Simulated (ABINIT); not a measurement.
The system is BP.

```
P B
1.0
     0.00000    2.26900    2.26900
     2.26900    0.00000    2.26900
     2.26900    2.26900    0.00000
P B
1 1
Direct
  0.75000 0.75000 0.75000
  0.00000 0.00000 0.00000
```

Base run:

* Program: ABINIT 10.8.3 (patched build)
* Functional: OLYP
* Potentials or basis: JTH PAW PBE v2.0
* Cutoff: 544 eV
* k mesh: 10 × 10 × 10
* Occupations: fermi-dirac, width 0.05 eV
* Spin: no spin polarisation

Its results: band gap on the k mesh 1.31 eV, indirect (least direct gap 3.38 eV); pressure 0.0 GPa.

Task: The run is repeated on the same cell with these changes: functional from OLYP to AM05. What comes out?

Result: Band gap on the k mesh 1.15 eV, indirect (least direct gap 3.33 eV); pressure -2.0 GPa.

AM05 binds more tightly than OLYP, so the same cell stands under less pressure.

Caveats: the PAW data sets were made with another functional, which shifts forces and pressure a little.
